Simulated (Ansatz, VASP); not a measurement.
**One calculation of KBr, two programs**

```
CELL_PARAMETERS angstrom
0.00000 3.29454 3.29454
3.29454 0.00000 3.29454
3.29454 3.29454 0.00000
ATOMIC_POSITIONS crystal
K 0.00000 0.00000 0.00000
Br 0.50000 0.50000 0.50000
```

The cell is a database's computed one.

Alike in both runs: task single point; functional PBE; k mesh 6 × 6 × 6; occupations gaussian, width 0.1 eV; no spin polarisation.

|  | VASP | Ansatz |
| --- | --- | --- |
| version | VASP 6.6.1 | Ansatz 0.2.0 |
| potentials or method | VASP PAW PBE potentials, release 64 (K_sv, Br) | scalar-relativistic, plane waves, PAW |
| plane-wave cutoff (eV) | 520 | 420 |
| valence electrons in the cell | 16 | 16 |

|  | VASP | Ansatz | Ansatz less VASP |
| --- | --- | --- | --- |
| gap on the k mesh at the Fermi level (eV) | 4.45 | 4.45 | +0.002 |
| least direct gap on the mesh (eV) | 4.45 | 4.45 | +0.002 |
| pressure (GPa) | 0.8 | 0.8 | -0.04 |

The functional is the same, so the differences come from potentials, cutoffs and numerics.
